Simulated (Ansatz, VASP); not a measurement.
# Al35N36 (V_Al) in two plane-wave programs, part 3 of 3

Wanted: the spread between two codes on one cell, functional and k mesh. Of the first pair: The structure shown is the start of the Ansatz relaxation below; VASP solves that cell, so the two are compared at the walk's first step.

VASP 6.6.1 and Ansatz 0.2.0.

So far. Step 3 (VASP: single point, r2SCAN, start cell, pair 1): The run ends at a pressure of 4.58 GPa, with forces up to 3.1 eV/Å.

**6. VASP: single point, r2SCAN, relaxed cell, pair 2**

Level of this step: r2SCAN, spin-polarised from a ferromagnetic start; plane waves and PAW (Al, N) (VASP).

The same cell, functional and mesh now go to VASP, with its own data sets.

File INCAR:

```
SYSTEM = Al35N36
PREC = Accurate
ENCUT = 580
EDIFF = 1E-06
NELM = 200
ISMEAR = 0
SIGMA = 0.01
LREAL = Auto
ALGO = Normal
METAGGA = R2SCAN
LASPH = .TRUE.
NELECT = 287
NBANDS = 200
ISPIN = 2
MAGMOM = -0 -0 -0 0 -0 0 0 -0 0 -0 -0 0 -0 -0 -0 0 -0 -0 -0 -0 0 0 -0 -0 -0 -0 -0 -0 -0 -0 0 -0 -0 -0 0 0 0 0 0 0.09 0 0 -0 0 0 0 -0 0.05 0.01 0 -0 0.43 0 0 0.01 0.09 0 0 0 0.01 -0 0 -0 0.05 0.01 0 -0 0 0 0 0
LORBIT = 11
LWAVE = .FALSE.
LCHARG = .FALSE.
ISIF = 2
ISYM = 0
NUPDOWN = 1
GGA_COMPAT = .FALSE.
LMIXTAU = .TRUE.
NCORE = 2
```

File POSCAR:

```
Al35N36
1.0
    9.3195655372      0.0000000854      0.0000000000
   -4.6597828426      8.0709804647      0.0000000000
    0.0000000000      0.0000000000      9.9564777200
Al N
35 36
Direct
    0.2220964291      0.1122524501      0.2503578748
    0.1132311388      0.2274045139      0.4992519520
    0.2221433853      0.1126064716      0.7498025737
    0.1106342177      0.2231316873      0.0002078765
    0.2243167041      0.4461952777      0.2525564877
    0.1153468048      0.5553520864      0.4992438924
    0.2260322415      0.4466871508      0.7475359866
    0.1109424656      0.5557473839      0.0001044280
    0.2225053273      0.7781185770      0.2505527220
    0.1109560083      0.8897187173      0.5000280622
    0.2227374045      0.7779248706      0.7491071473
    0.1111689552      0.8894707779      0.0001728488
    0.5546946258      0.1107132369      0.2519668600
    0.4416402721      0.2222247984      0.5016845771
    0.5554229946      0.1110176084      0.7491461940
    0.4448809824      0.2221943071      0.0002222434
    0.5539938662      0.4466569666      0.2466834944
    0.5542881651      0.4464006992      0.7501703961
    0.4442761167      0.5564201134      0.9895432741
    0.5544435530      0.7763431601      0.2525853885
    0.4453319132      0.8852799760      0.4992316939
    0.5539939178      0.7746502501      0.7475324349
    0.4449286758      0.8897259114      0.0001198246
    0.8895081477      0.1111706080      0.2525957690
    0.7781265959      0.2225605787      0.4988388234
    0.8892234980      0.1115050233      0.7488466598
    0.7779817137      0.2226710131      0.0003698003
    0.8899225589      0.4459494622      0.2519358264
    0.7784153388      0.5590287347      0.5016519973
    0.8896408358      0.4452626494      0.7491570528
    0.7784547946      0.5557919025      0.0002307996
    0.8883897318      0.7785812808      0.2503642062
    0.7732490056      0.8874652678      0.4992589737
    0.8880675269      0.7785529234      0.7497835372
    0.7775304123      0.8900564210      0.0001972094
    0.2210584959      0.1109693917      0.4407905998
    0.1108279685      0.2210155791      0.1891134091
    0.2220020537      0.1115677008      0.9403539334
    0.1108793027      0.2218933476      0.6911197568
    0.2017618799      0.4347428473      0.4338038453
    0.1108293864      0.5573822529      0.1891248174
    0.2168103777      0.4426615883      0.9415230315
    0.1109962988      0.5563591999      0.6907851338
    0.2212350131      0.7794081873      0.4408317520
    0.1112527739      0.8893820916      0.1905977259
    0.2218932205      0.7788026445      0.9398982243
    0.1112109674      0.8894472707      0.6910027882
    0.5541202942      0.1127329954      0.4418818177
    0.4436255910      0.2210210804      0.1896040760
    0.5559164930      0.1119582757      0.9400405119
    0.4442899205      0.2219260476      0.6916433721
    0.5677767461      0.4328418343      0.4324483990
    0.4444122677      0.5562506113      0.1845199983
    0.5583456544      0.4423154518      0.9431647553
    0.4454610970      0.5552286044      0.7168535520
    0.5659408607      0.7988896105      0.4338093788
    0.4432417611      0.8897877604      0.1891512237
    0.5579972619      0.7838481238      0.9415421230
    0.4442906785      0.8896527877      0.6907982934
    0.8894412147      0.1113191415      0.4421555204
    0.7779718855      0.2226453660      0.1913595773
    0.8886411250      0.1120583256      0.9398283349
    0.7779465565      0.2227378296      0.6904183705
    0.8879239858      0.4465738824      0.4418204421
    0.7796441211      0.5570505196      0.1896141432
    0.8886872634      0.4447581594      0.9400581878
    0.7787419387      0.5564062698      0.6916351262
    0.8896932990      0.7796270521      0.4408007584
    0.7795893895      0.8898308213      0.1891201048
    0.8890686858      0.7786325829      0.9403478646
    0.7788007414      0.8898685027      0.6911402873
```

File KPOINTS:

```
Points of the shifted mesh
1
Reciprocal
 0.2500000000  0.2500000000  0.2500000000 1
```

Potentials, in the order of the species: Al and N (PBE family, release 64).

Launch:

```console
$ mpirun -np 8 vasp_std
```

Numbers of over 12 decimals in the logs are rounded to 6 here.

Output:

```text
[banner, memory and clock lines left out]
running    8 mpi-ranks, on    1 nodes
[...]
[... a notice as in an earlier step ...]

 LDA part: xc-table for (None), standard interpolation
 POSCAR, INCAR and KPOINTS ok, starting setup
[...]
entering main loop
       N       E                     dE             d eps       ncg     rms          rms(c)
DAV:   1     0.117231991005E+04    0.11723E+04   -0.14730E+05   800   0.147E+03
DAV:   2    -0.675407177870E+03   -0.18477E+04   -0.17649E+04  1000   0.298E+02
DAV:   3    -0.818326265951E+03   -0.14292E+03   -0.14171E+03   976   0.883E+01
DAV:   4    -0.820584113798E+03   -0.22578E+01   -0.22510E+01   968   0.117E+01
DAV:   5    -0.820631807770E+03   -0.47694E-01   -0.47647E-01   984   0.161E+00BRMIX: very serious problems
 the old and the new charge density differ
 old charge density:   285.00000 new  287.00000
    0.537E+01
DAV:   6    -0.689579505531E+03    0.13105E+03   -0.29307E+02   944   0.332E+01    0.236E+01
DAV:   7    -0.663554672204E+03    0.26025E+02   -0.16869E+01   920   0.105E+01    0.139E+01
DAV:   8    -0.689929475419E+03   -0.26375E+02   -0.11359E+01   920   0.114E+01    0.889E+00
DAV:   9    -0.657010474399E+03    0.32919E+02   -0.77642E+00   832   0.729E+00    0.490E+00
[...]
DAV:  23    -0.663086162221E+03   -0.13520E-04   -0.39461E-06   720   0.734E-03    0.435E-03
DAV:  24    -0.663086163729E+03   -0.15076E-05   -0.13544E-06   576   0.336E-03    0.124E-03
DAV:  25    -0.663086164507E+03   -0.77848E-06   -0.51024E-07   528   0.237E-03
   1 F= -.66308616E+03 E0= -.66308616E+03  d E =-.471657E-21  mag=     1.0000
```

From OUTCAR (step 6):

```text
  FREE ENERGIE OF THE ION-ELECTRON SYSTEM (eV)
  ---------------------------------------------------
  free  energy   TOTEN  =      -663.0861645075 eV

  energy  without entropy=     -663.0861645075  energy(sigma->0) =     -663.08616451

 magnetization (x)
# of ion       s       p       d       tot
------------------------------------------
    1       -0.000  -0.000   0.000  -0.000
    2       -0.000  -0.001   0.000  -0.001
    3       -0.000  -0.000   0.000  -0.000
    4        0.000   0.000   0.000   0.000
    5       -0.001  -0.001   0.000  -0.001
    6       -0.001   0.000   0.000  -0.000
    7       -0.000  -0.000   0.000  -0.000
    8       -0.000  -0.000   0.000  -0.000
    9       -0.000   0.000   0.000   0.000
   10       -0.000  -0.000   0.000  -0.000
   11       -0.000   0.000   0.000  -0.000
   12        0.000   0.000   0.000   0.000
   13       -0.000  -0.000   0.000  -0.000
[...]
--------------------------------------------------
tot          0.018   0.685   0.000   0.703
```

The run ends at a pressure of 4.90 GPa, with forces up to 0.056 eV/Å.

**7. Comparison**

What differs besides the data sets and the points named for the pairs above, as far as they apply: site moments are counted in spheres of each program's own size. Total energies have different zeros and are not compared.

The two programs side by side:

```tsv
quantity	Ansatz	VASP	difference
total moment, fixed by the input (μB)	1.00	1.00	0.00
moment on N52 (μB)	0.43	0.42	0.00
moment on N40 (μB)	0.09	0.09	0.00
moment on N56 (μB)	0.09	0.09	0.00
```

At this near-relaxed geometry the largest component of a force difference is 33 meV/Å. The cell carries a charge of -2 e against a uniform background, so its pressure also hangs on how the neutralising background is counted, and in a defect's cell a gap may be the spacing between its levels.

**8. Outcome**

* r.m.s. force difference (single point, r2SCAN, start cell, pair 1): 0.73 % of the r.m.s. force
* difference in moment on N56 (single point, r2SCAN, relaxed cell, pair 2): 0.0040 μB
* r.m.s. force difference (single point, r2SCAN, relaxed cell, pair 2): 6.7 meV/Å

The r.m.s. force difference is 6.7 meV/Å (single point, r2SCAN, relaxed cell, pair 2), within the 12 meV/Å picked in this series as the mark of a large difference. How closely two codes agree says nothing of how well the functional describes the real material.

[Lines on the potential files, build, host, timing and source positions are cut from VASP's logs without a mark.]

[Logs are printed without paths, hosts, clocks, repeated set-up lines and the standing remarks that a program may print on its own settings, such as how far it seeks lower states.]

[Hosts, paths, dates, database ids (printed as entryN), source tags and the programs' standing remarks are cut or masked in the printed files.]
